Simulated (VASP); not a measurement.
# TiO2 (Anatase) (I4_1/amd) in VASP: a series of runs, part 2 of 2

VASP 6.6.1. Earlier steps stand in the parts before.

## 3. Phonons, PBEsol

File POSCAR:

```
TiO2
1.0
   -1.8860493889      1.8860493889      4.7794973010
    1.8860493889     -1.8860493889      4.7794973010
    1.8860493889      1.8860493889     -4.7794973010
  Ti              O
     2     4
Direct
     0.0000000000000000    0.0000000000000000    0.0000000000000000
     0.7500000000000000    0.2500000000000000    0.5000000000000000
     0.2075587146781501    0.2075587146781501    0.0000000000000000
     0.9575587146781501    0.4575587146781501    0.5000000000000000
     0.5424412853218499    0.0424412853218499    0.5000000000000000
     0.7924412853218499    0.7924412853218499    0.0000000000000000
```

File INCAR.step1:

```
SYSTEM = TiO2
ALGO = Normal
EDIFF = 1E-8
EDIFFG = -0.002
ENCUT = 600
GGA = PS
IBRION = 2
ISIF = 3
ISMEAR = 0
KPAR = 2
LASPH = .True.
LCHARG = .False.
LREAL = .False.
LWAVE = .False.
NELM = 80
NSW = 40
PREC = Accurate
SIGMA = 0.03
```

File INCAR.step2:

```
SYSTEM = TiO2
ALGO = Normal
EDIFF = 1E-8
ENCUT = 600
GGA = PS
IBRION = 6
ISIF = 2
ISMEAR = 0
KPAR = 2
LASPH = .True.
LCHARG = .False.
LREAL = .False.
LWAVE = .False.
NELM = 80
NFREE = 2
NSW = 1
POTIM = 0.015
PREC = Accurate
SIGMA = 0.03
```

File KPOINTS:

```
k-points
0
Gamma
  10 10 10
  0 0 0
```

Potentials or basis: VASP PAW PBE potentials, release 64 (Ti_sv, O).

Run with:

```console
$ cat potpaw_PBE.64/Ti_sv/POTCAR potpaw_PBE.64/O/POTCAR > POTCAR
$ cp INCAR.step1 INCAR
$ mpirun -np 2 vasp_std > vasp.out
$ cp CONTCAR POSCAR
$ cp INCAR.step2 INCAR
$ mpirun -np 2 vasp_std > vasp.out
```

OUTCAR:

```text
SYSTEM = TiO2
   EDIFF = 1E-8
   ENCUT = 600
   GGA = PS
   IBRION = 6
   ISIF = 2
   ISMEAR = 0
   LASPH = .True.
   LREAL = .False.
   NELM = 80
   NFREE = 2
   NSW = 1
   POTIM = 0.015
   PREC = Accurate

 ion  position               nearest neighbor table
   1  0.000  0.000  0.000-   5 1.93   4 1.93   5 1.93   4 1.93   3 1.98   6 1.98
   2  0.750  0.250  0.500-   6 1.93   3 1.93   6 1.93   3 1.93   4 1.98   5 1.98
   3  0.208  0.208  0.000-   2 1.93   2 1.93   1 1.98
   4  0.958  0.458  0.500-   1 1.93   1 1.93   2 1.98
   5  0.542  0.042  0.500-   1 1.93   1 1.93   2 1.98
   6  0.792  0.792  0.000-   2 1.93   2 1.93   1 1.98

  LATTYP: Found a body centered tetragonal cell.
 ALAT       =     3.7720987778
 C/A-ratio  =     2.5341315711

  Lattice vectors:

 A1 = (  -1.8860493889,   1.8860493889,   4.7794973010)
 A2 = (   1.8860493889,  -1.8860493889,   4.7794973010)
 A3 = (   1.8860493889,   1.8860493889,  -4.7794973010)

Analysis of symmetry for initial positions (statically):
=====================================================================
 Subroutine PRICEL returns:
 Original cell was already a primitive cell.

 Routine SETGRP: Setting up the symmetry group for a
 body centered tetragonal supercell.

 Subroutine GETGRP returns: Found 16 space group operations
 (whereof  8 operations were pure point group operations)
 out of a pool of 16 trial point group operations.

The static configuration has the point symmetry D_2d.
 The point group associated with its full space group is D_4h.

[... 388 lines left out ...]
 cond. band min:       5.3837349292   @ k =   0.0000   0.0000   0.0000
 fundamental gap:      2.1049748343
 Fermi energy:         3.5479160219

 k-point     1 :       0.0000    0.0000    0.0000
  band No.  band energies     occupation
      1     -52.8174      2.00000
      2     -52.7469      2.00000
      3     -29.4059      2.00000
      4     -29.1596      2.00000
      5     -29.1591      2.00000
      6     -29.0798      2.00000
[... 733 lines left out ...]
     27       6.8341      0.00000
     28       6.9956      0.00000

 [... further k-points ...]

------------------------ aborting loop because EDIFF is reached ----------------------------------------

  FORCE on cell =-STRESS in cart. coord.  units (eV):
  Direction    XX          YY          ZZ          XY          YZ          ZX
  --------------------------------------------------------------------------------------
  -------------------------------------------------------------------------------------
  Total        0.0047017      0.0013210      0.2914326      0.0000000      0.0000000      0.0000000
  in kB        0.1107691      0.0311220      6.8659454      0.0000000      0.0000000      0.0000000
  external PRESSURE =       2.3359455 kB  Pullay stress =       0.0000000 kB
[... 21 lines left out ...]
  FREE ENERGIE OF THE ION-ELECTRON SYSTEM (eV)
  ---------------------------------------------------
  free  energy   TOTEN  =       -56.2249108547 eV

  energy  without entropy=      -56.2249108547  energy(sigma->0) =      -56.22491085

 INTERNAL STRAIN TENSORS FROM DISPLACED ATOMS
 ============================================

 INTERNAL STRAIN TENSOR FOR ION    1 for displacements in x,y,z  (eV/Angst):
          X           Y           Z          XY          YZ          ZX
  --------------------------------------------------------------------------------
  x     0.00000     0.00000     0.00000     0.00000     0.00000    -3.39302
  y     0.00000     0.00000     0.00000     0.00000     3.39300     0.00000
  z   -25.03101    25.03101     0.00000     0.00000     0.00000     0.00000

 INTERNAL STRAIN TENSOR FOR ION    6 for displacements in x,y,z  (eV/Angst):
          X           Y           Z          XY          YZ          ZX
  --------------------------------------------------------------------------------
  x     0.00000     0.00000     0.00000     0.00000     0.00000     7.92889
  y     0.00000     0.00000     0.00000     0.00000    -1.49588     0.00000
  z    -0.87460    -0.47085    18.36734     0.00000     0.00000     0.00000

 Eigenvectors and eigenvalues of the dynamical matrix
 ----------------------------------------------------

   1 f  =   18.677129 THz   117.351859 2PiTHz  623.001947 cm-1    77.242362 meV
             X         Y         Z           dx          dy          dz
      0.000000  0.000000  0.000000     0.001812    0.045237   -0.000000
      0.000000  1.886049  2.389749    -0.001812   -0.045237    0.000000
      0.000000  0.000000  1.984053    -0.003616    0.699287    0.000000
      0.000000  1.886049  4.373801    -0.028012    0.090279    0.000000
     -0.000000  1.886049  0.405696     0.003616   -0.699287   -0.000000
      0.000000  0.000000  7.574942     0.028012   -0.090279    0.000000
[... 145 lines left out ...]
  18 f/i=    0.006014 THz     0.037789 2PiTHz    0.200613 cm-1     0.024873 meV
             X         Y         Z           dx          dy          dz
      0.000000  0.000000  0.000000     0.480611    0.261361   -0.000000
      0.000000  1.886049  2.389749     0.480611    0.261361   -0.000000
      0.000000  0.000000  1.984053     0.278327    0.151322   -0.000000
      0.000000  1.886049  4.373801     0.278263    0.151357   -0.000000
     -0.000000  1.886049  0.405696     0.278327    0.151322   -0.000000
      0.000000  0.000000  7.574942     0.278263    0.151357   -0.000000

 ELASTIC MODULI CONTR FROM IONIC RELAXATION (kBar)
 Direction    XX          YY          ZZ          XY          YZ          ZX
 --------------------------------------------------------------------------------
 XX       -1192.8279   1187.2963     75.5144      0.0000      0.0000      0.0000
 YY        1187.2963  -1192.8279     75.5144      0.0000     -0.0000     -0.0000
 ZZ          75.5144     75.5144  -2061.7635      0.0000      0.0000     -0.0000
 XY           0.0000      0.0000      0.0000      0.0000      0.0000      0.0000
 YZ           0.0000     -0.0000      0.0000      0.0000   -532.8624     -0.0000
 ZX           0.0000     -0.0000     -0.0000      0.0000     -0.0000   -532.8632
 --------------------------------------------------------------------------------
```

OUTCAR.step1:

```text
SYSTEM = TiO2
   EDIFF = 1E-8
   EDIFFG = -0.002
   ENCUT = 600
   GGA = PS
   IBRION = 2
   ISIF = 3
   ISMEAR = 0
   LASPH = .True.
[... 988 lines left out ...]
     -0.00000      1.88605      0.40570         0.000000      0.000000     -0.000758
      0.00000      0.00000      7.57494         0.000000      0.000000     -0.000758
 -----------------------------------------------------------------------------------
    total drift:                               -0.000000     -0.000000     -0.000000

  FREE ENERGIE OF THE ION-ELECTRON SYSTEM (eV)
  ---------------------------------------------------
  free  energy   TOTEN  =       -56.2263654356 eV

  energy  without entropy=      -56.2263654356  energy(sigma->0) =      -56.22636544

 reached required accuracy - stopping structural energy minimisation
```

Wall time 54 min (2 MPI ranks of AMD EPYC 9R45 (Zen 5), shared host); peak memory 1 GiB.

Results:

```yaml
Highest_phonon_frequency_at_Γ_LO-TO_splitting_left_out: 623 cm⁻¹
```

Phonon frequencies in cm⁻¹ (negative: imaginary):
```
              q point                                                        frequencies
(0.000, 0.000, 0.000)  0 0 0 140 140 169 169 233 233 329 375 423 423 490 512 536 623 623
```

Caveat: the PAW data sets were made with another functional, which shifts forces and pressure a little.
